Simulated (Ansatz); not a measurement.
# MgO: a tetragonal deformation path

An exercise on one series of results from a longer session: the logs are not shown, and one member is left open.

The COD cell was measured well above room temperature, so it is larger than a cold one.

Program: Ansatz 0.2.0. Level of theory: DFT r2SCAN, scalar-relativistic, plane waves, PAW. These are calculated values, not measurements.

### Starting point

Symmetry: Fm-3m, No. 225, cubic system. The conventional cell has a = 4.270 Å, b = 4.270 Å, c = 4.270 Å, α = 90.00°, β = 90.00°, γ = 90.00°. Mg (site symmetry m-3m) has 6 O at 2.14 Å as nearest neighbours. Around O (site symmetry m-3m) lie 6 Mg at 2.14 Å.

Structure file:

```xyz
2
Lattice="0.0000 2.1351 2.1351 2.1351 0.0000 2.1351 2.1351 2.1351 0.0000" Properties=species:S:1:pos:R:3 pbc="T T T"
Mg    0.0000    0.0000    0.0000
O     2.1351    2.1351    2.1351
```

The structure comes from the Crystallography Open Database.

The first run:

The input, input.yaml:

```yaml
crystal:
  lattice:
    - [0.0, 2.13515, 2.13515]
    - [2.13515, 0.0, 2.13515]
    - [2.13515, 2.13515, 0.0]
  atoms:
    - { symbol: Mg, position: [0.0, 0.0, 0.0] }
    - { symbol: O, position: [0.5, 0.5, 0.5] }
basis:
  ecutwfc: 500
kpoints:
  mp_grid: { grid: [8, 8, 8] }
hamiltonian:
  xc: r2scan
scf:
  occupations: { method: gaussian, width: 0.1 }
output:
  forces: true
  stress: true
  eigenvalues: true
```

The run is started by

```bash
$ ansatz run input.yaml --threads 1 --pin off --max-ram 1228MiB --backend cpu --events-out ev --progress --plain --runs-dir out
```

Among the steps run: Probe: one point at the start; Zero of the scan; At ρ = 0.707; ρ = 1.414; At ρ = 0.850; At ρ = 1.200; ρ = 0.780; ρ = 1.300; Point ρ = 0.920; At ρ = 1.100; ρ = 0.650; ρ = 1.500; ρ = 0.960; Point ρ = 1.050.

One table of the session follows, with a row left open; its other results are not shown here.

It belongs to the step «The scan collected». The scan, with free energies counted from the undisturbed cell:

| ρ | ΔE (meV/atom) | pressure (GPa) | gap on the mesh (eV) |
| --- | --- | --- | --- |
| 0.650 | 1421.5 | 71.9 | 4.17 |
| 0.707 | 764.9 | 40.3 | 4.42 |
| 0.780 | 317.4 | 15.2 | 4.71 |
| 0.850 | ? | ? | ? |
| 0.920 | 26.0 | -4.9 | 5.12 |
| 0.960 | 5.8 | -6.6 | 5.18 |
| 1.000 | 0.0 | -7.1 | 5.22 |
| 1.050 | 7.4 | -6.4 | 5.15 |
| 1.100 | 27.0 | -4.5 | 5.07 |
| 1.200 | 93.9 | 2.0 | 4.96 |
| 1.300 | 192.5 | 11.0 | 4.89 |
| 1.414 | 342.9 | 23.8 | 4.57 |
| 1.500 | 484.5 | 34.6 | 4.29 |

Estimate the missing values for ρ = 0.850.

Worked estimate for «ΔE (meV/atom)». A straight line through the neighbours (0.780, 317.4) and (0.920, 26.0) gives 317.4 + (26.0 − 317.4) × (0.850 − 0.780) / (0.920 − 0.780) = 171.7; a parabola fitted to 4 rows on both sides gives 88.4.

As computed: ΔE (meV/atom): 114.0; pressure (GPa): 1.8; gap on the mesh (eV): 4.95. In «ΔE (meV/atom)» the line misses by +57.7 and the parabola by -25.6.
